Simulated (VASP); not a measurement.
# Ni (Fm-3m) in VASP: further runs, part 2 of 2

VASP 6.6.1. The steps go on from the part before.

## (6) Relaxation of cell and atoms, BLYP+D3(BJ), collinear spin, ferromagnetic start

INCAR

```
PREC = Accurate
ENCUT = 600
EDIFF = 1E-6
ISMEAR = -1
SIGMA = 0.05
LREAL = F
LASPH = T
NELM = 100
ALGO = Normal
ISIF = 3
LWAVE = F
LCHARG = F
ISPIN = 2
MAGMOM = 1
LORBIT = 11
LMAXMIX = 4
GGA = B5
ALDAX = 1.0
AGGAX = 1.0
AGGAC = 1.0
ALDAC = 0.0
IVDW = 12
VDW_S6 = 1.0
VDW_S8 = 2.6996
VDW_A1 = 0.4298
VDW_A2 = 4.2359
IBRION = 2
NSW = 40
EDIFFG = -0.02
```

KPOINTS

```
Automatic mesh
0
Gamma
  13 13 13
```

POSCAR

```
Ni
1.0
    0.0000000000      1.7375729330      1.7375729330
    1.7375729330      0.0000000000      1.7375729330
    1.7375729330      1.7375729330      0.0000000000
Ni
1
Direct
    0.0000000000      0.0000000000      0.0000000000
```

Potentials or basis: VASP PAW PBE potentials, release 64 (Ni).

Launch:

```console
cat potpaw_PBE.64/Ni/POTCAR > POTCAR
mpirun -np 1 vasp_std > vasp.out
```

OUTCAR:

```text
PREC = Accurate
   ENCUT = 600
   EDIFF = 1E-6
   ISMEAR = -1
   LREAL = F
   LASPH = T
   NELM = 100
   ISIF = 3
   ISPIN = 2
   LORBIT = 11
   GGA = B5
   IVDW = 12
   IBRION = 2
   NSW = 40
   EDIFFG = -0.02
 IVDW          = 12

 ion  position               nearest neighbor table
   1  0.000  0.000  0.000-

  LATTYP: Found a face centered cubic cell.
 ALAT       =     3.4751458660

  Lattice vectors:

 A1 = (   0.0000000000,   1.7375729330,   1.7375729330)
 A2 = (   1.7375729330,   0.0000000000,   1.7375729330)
 A3 = (   1.7375729330,   1.7375729330,   0.0000000000)

Analysis of symmetry for initial positions (statically):
=====================================================================
 Subroutine PRICEL returns:
 Original cell was already a primitive cell.

 Routine SETGRP: Setting up the symmetry group for a
 face centered cubic supercell.

 Subroutine GETGRP returns: Found 48 space group operations
 (whereof 48 operations were pure point group operations)
 out of a pool of 48 trial point group operations.

The static configuration has the point symmetry O_h .

Analysis of symmetry for dynamics (positions and initial velocities):
=====================================================================
 Subroutine PRICEL returns:
 Original cell was already a primitive cell.

 Routine SETGRP: Setting up the symmetry group for a
 face centered cubic supercell.

 Subroutine GETGRP returns: Found 48 space group operations
 (whereof 48 operations were pure point group operations)
 out of a pool of 48 trial point group operations.

The dynamic configuration has the point symmetry O_h .

Analysis of structural, dynamic, and magnetic symmetry:
=====================================================================
 Subroutine PRICEL returns:
 Original cell was already a primitive cell.

 Routine SETGRP: Setting up the symmetry group for a
 face centered cubic supercell.

 Subroutine GETGRP returns: Found 48 space group operations
 (whereof 48 operations were pure point group operations)
 out of a pool of 48 trial point group operations.

The overall configuration has the point symmetry O_h .

 Subroutine INISYM returns: Found 48 space group operations
 (whereof 48 operations are pure point group operations),
 and found     1 'primitive' translations

----------------------------------------------------------------------------------------

                                     Primitive cell

  volume of cell :      10.4920

  direct lattice vectors                    reciprocal lattice vectors
     0.000000000  1.737572933  1.737572933    -0.287757705  0.287757705  0.287757705
     1.737572933  0.000000000  1.737572933     0.287757705 -0.287757705  0.287757705
     1.737572933  1.737572933  0.000000000     0.287757705  0.287757705 -0.287757705

  length of vectors
     2.457299207  2.457299207  2.457299207     0.498410966  0.498410966  0.498410966

  position of ions in fractional coordinates (direct lattice)
     0.000000000  0.000000000  0.000000000

  ion indices of the primitive-cell ions
   primitive index   ion index
                 1           1

----------------------------------------------------------------------------------------

 KPOINTS: Automatic mesh

Automatic generation of k-mesh.
 Grid dimensions read from file:
 generate k-points for:   13   13   13

[... 44 lines left out ...]
 [... further k-points ...]
   k-points           NKPTS =     84   k-points in BZ     NKDIM =     84   number of bands    NBANDS=     10
   number of dos      NEDOS =    301   number of ions     NIONS =      1
   total plane-waves  NPLWV =   8000
   dimension x,y,z NGX =    20 NGY =   20 NGZ =   20
   dimension x,y,z NGXF=    40 NGYF=   40 NGZF=   40
   ions per type =               1
   NGX,Y,Z   is equivalent  to a cutoff of  13.53, 13.53, 13.53 a.u.
   NGXF,Y,Z  is equivalent  to a cutoff of  27.06, 27.06, 27.06 a.u.
 SYSTEM =  unknown system
   PREC   = accura    normal or accurate (medium, high low for compatibility)
   ISTART =      0    job   : 0-new  1-cont  2-samecut
   ICHARG =      2    charge: 1-file 2-atom 10-const
   ISPIN  =      2    spin polarized calculation?
   LNONCOLLINEAR =      F non collinear calculations
   LSORBIT =      F    spin-orbit coupling
   LASPH  =      T    aspherical Exc in radial PAW
   ENCUT  =  600.0 eV  44.10 Ry    6.64 a.u.   4.91  4.91  4.91*2*pi/ulx,y,z
   NELM   =    100;   NELMIN=  2; NELMDL= -5     # of ELM steps
   EDIFF  = 0.1E-05   stopping-criterion for ELM
   LREAL  =      F    real-space projection
   EDIFFG = -.2E-01   stopping-criterion for IOM
   NSW    =     40    number of steps for IOM
   IBRION =      2    ionic relax: 0-MD 1-quasi-New 2-CG
   NFREE  =      1    steps in history (QN), initial steepest desc. (CG)
   ISIF   =      3    stress and relaxation
   ISYM   =      2    0-nonsym 1-usesym 2-fastsym
   POTIM  = 0.5000    time-step for ionic-motion
   TEBEG  =    0.0;   TEEND  =   0.0 temperature during run
   PSTRESS=    0.0 pullay stress
   NELECT =      10.0000    total number of electrons
   NUPDOWN=      -1.0000    fix difference up-down
   EMIN   =  10.00;   EMAX   =-10.00  energy-range for DOS
   EFERMI =   0.00;   METHOD = LEGACY
   ISMEAR =    -1;   SIGMA  =   0.05  broadening in eV -4-tet -1-fermi 0-gaus
   EFERMI_NEDOS =   21; number of points for ismear=-14 and -15
   IALGO  =     38    algorithm
   IMIX   =      4    mixing-type and parameters
     AMIX     =   0.40;   BMIX     =  1.00
     AMIX_MAG =   1.60;   BMIX_MAG =  1.00
  volume/ion in A,a.u.               =      10.49        70.80
  Fermi-wavevector in a.u.,A,eV,Ry     =   1.611097  3.044533 35.315755  2.595635
  Thomas-Fermi vector in A             =   2.706542
   LORBIT       =     11    0 simple, 1 ext, 2 COOP (PROOUT), +10 PAW based schemes
   GGA     = B5    functional components
   LHFCALC =     F    Hartree Fock is set to
   AEXX    =    0.0000 exact exchange contribution
   IVDW    =    12    specifies the selected vdW correction
   LEPSILON=     F    determine dielectric tensor
   LRPA    =     F    only Hartree local field effects (RPA)
 conjugate gradient relaxation of ions
 spin polarized calculation
  energy-cutoff  :      600.00
  volume of cell :       10.49
 maximum number of plane-waves:       365
   NGX =  9   NGY =  9   NGZ =  9

--------------------------------------- Ionic step        1  -------------------------------------------

 number of electron      10.0000000 magnetization       1.0000000

 number of electron       9.9999999 magnetization       0.6139971

 Free energy of the ion-electron system (eV)
  ---------------------------------------------------
  ext. energy  EPLUGINS =         0.00000000
  ---------------------------------------------------
  free energy    TOTEN  =        -4.56737962 eV

  energy without entropy =       -4.55506572  energy(sigma->0) =       -4.56122267

------------------------ aborting loop because EDIFF is reached ----------------------------------------

 Edisp (eV)   -1.09138

 E8    (eV) :    -0.7991
[... 69 lines left out ...]
--------------------------------------- Ionic step        3  -------------------------------------------

 number of electron      10.0000001 magnetization       0.6140208

 Free energy of the ion-electron system (eV)
  ---------------------------------------------------
  ext. energy  EPLUGINS =         0.00000000
  ---------------------------------------------------
  free energy    TOTEN  =        -4.57155019 eV

  energy without entropy =       -4.55917927  energy(sigma->0) =       -4.56536473

 E-fermi :  10.3019     XC(G=0): -12.8542

 val. band max:       10.2968707408   @ k =  -0.4615   0.4615   0.0000
 cond. band min:      10.3210614996   @ k =  -0.3846   0.3077   0.0000
 fundamental gap:      0.0241907588
 Fermi energy:        10.3018831861

 spin component 1

 k-point     1 :       0.0000    0.0000    0.0000
  band No.  band energies     occupation
      1       1.2227      1.00000
      2       7.7975      1.00000
      3       7.7975      1.00000
      4       7.7975      1.00000
      5       9.0174      1.00000
      6       9.0174      1.00000
      7      34.6632      0.00000
      8      38.5088      0.00000
      9      38.5088      0.00000
     10      38.5088      0.00000
[... 287 lines left out ...]
 k-point    24 :       0.4615    0.1538    0.0000
  band No.  band energies     occupation
      1       5.7087      1.00000
      2       7.4209      1.00000
      3       7.8592      1.00000
      4       8.2203      1.00000
      5       9.7540      0.99998
      6      11.2739      0.00000
      7      18.5321      0.00000
      8      29.7065      0.00000
      9      31.2702      0.00000
     10      33.5275      0.00000

 [... further k-points ...]

 spin component 2

 k-point     1 :       0.0000    0.0000    0.0000
  band No.  band energies     occupation
      1       1.2214      1.00000
      2       8.5213      1.00000
      3       8.5213      1.00000
      4       8.5213      1.00000
      5       9.5654      1.00000
      6       9.5654      1.00000
      7      34.5546      0.00000
      8      38.5191      0.00000
      9      38.5191      0.00000
     10      38.5191      0.00000
[... 331 lines left out ...]
  FREE ENERGIE OF THE ION-ELECTRON SYSTEM (eV)
  ---------------------------------------------------
  free  energy   TOTEN  =        -5.6588492062 eV

  energy  without entropy=       -5.6464782878  energy(sigma->0) =       -5.65266375

 reached required accuracy - stopping structural energy minimisation

 total charge

# of ion       s       p       d       tot
------------------------------------------
    1        0.514   0.513   8.383   9.410

 magnetization (x)

# of ion       s       p       d       tot
------------------------------------------
    1       -0.005  -0.022   0.647   0.620
```

CONTCAR:

```text
Ni
   1.00000000000000
     0.0000000000000000    1.7396595240514903    1.7396595240514903
     1.7396595240514903   -0.0000000000000000    1.7396595240514903
     1.7396595240514903    1.7396595240514903   -0.0000000000000000
  Ni
     1
Direct
     0.0000000000000000    0.0000000000000000    0.0000000000000000

  0.00000000E+00  0.00000000E+00  0.00000000E+00
```

Run time: 25 s. Hardware: 1 thread of Intel Xeon 6975P-C (Granite Rapids), shared host; peak memory 0.15 GiB.

Results:

```yaml
Free_energy: -5.6588 eV
Relaxed_volume: 10.53 Å³/atom
Relaxed_cell: a = 2.460 Å, b = 2.460 Å, c = 2.460 Å, α = 60.00°, β = 60.00°, γ = 60.00°
Space_group_after_relaxing_to_0.05_Å: Fm-3m (No. 225)
Energy_gained_by_relaxing: 0.1 meV/atom
Ionic_steps: 3
Pressure_after_relaxing: 0.0 GPa
Band_gap_on_the_k_mesh: none (metal or under the smearing width)
Net_moment: 0.61 μB per cell
Site_moments: Ni +0.62 μB
Valence_electrons_inside_the_program's_atomic_spheres: Ni 9.41
Dispersion_energy_per_atom: -1.087 eV
```

Final structure:
```yaml
crystal:
  lattice:
    - [0.00000, 1.73966, 1.73966]
    - [1.73966, 0.00000, 1.73966]
    - [1.73966, 1.73966, 0.00000]
  atoms:
    - { symbol: Ni, position: [0.00000, 0.00000, 0.00000] }
```

Levels at points of the mesh, in eV from the Fermi level:
Spin up:
| k point | band 3 | band 4 | band 5 | band 6 | band 7 | band 8 |
| --- | --- | --- | --- | --- | --- | --- |
| (0.00, 0.00, 0.00) | -2.50 | -2.50 | -1.28 | -1.28 | 24.36 | 28.21 |
Spin down:
```tsv
k point	band 1	band 2	band 3	band 4	band 5	band 6	band 7	band 8	band 9	band 10
(0.00, 0.00, 0.00)	-9.08	-1.78	-1.78	-1.78	-0.74	-0.74	24.25	28.22	28.22	28.22
```

Caveat: the PAW data sets were made with another functional, which shifts forces and pressure a little; pairwise dispersion overbinds metals, which lowers pressure and volume.

## (7) The reference run

An earlier run on the cell as given: functional PBEsol; potentials or basis VASP PAW PBE potentials, release 64 (Ni); cutoff 520 eV; k mesh 13 × 13 × 13; occupations fermi-dirac, width 0.05 eV; collinear spin, ferromagnetic start; starting moments [1.0] μB.

- Pressure: -2.4 GPa
- Band gap on the k mesh: none (metal or under the smearing width)
- Net moment: 0.62 μB per cell
- Site moments: Ni +0.63 μB
- Valence electrons inside the program's atomic spheres: Ni 9.38

## (8) The runs side by side

```tsv
task	level	cell	cutoff (eV)	smearing	ladder	gap on the mesh (eV)	pressure (GPa)	moment (μB)	relaxed volume (Å³/atom)
single point	PBE	as given	520	gaussian 0.026 eV	-	none	7.8	0.62	-
relaxation of cell and atoms	BLYP+D3	relaxed	600	fermi-dirac 0.05 eV	-	none	0.0	0.61	10.59
relaxation of cell and atoms	BLYP+D3(BJ)	relaxed	600	fermi-dirac 0.05 eV	-	none	0.0	0.61	10.53
single point	PBEsol	as given	520	fermi-dirac 0.05 eV	free	none	-2.4	0.62	-
```

Alike in all rows: potentials or basis VASP PAW PBE potentials, release 64 (Ni); spin collinear, ferromagnetic start; k mesh 13 × 13 × 13.

Caveats: the PAW data sets were made with another functional, which shifts forces and pressure a little (some runs); pairwise dispersion overbinds metals, which lowers pressure and volume (some runs).

Absolute energies hang on the potentials; compare differences alone.
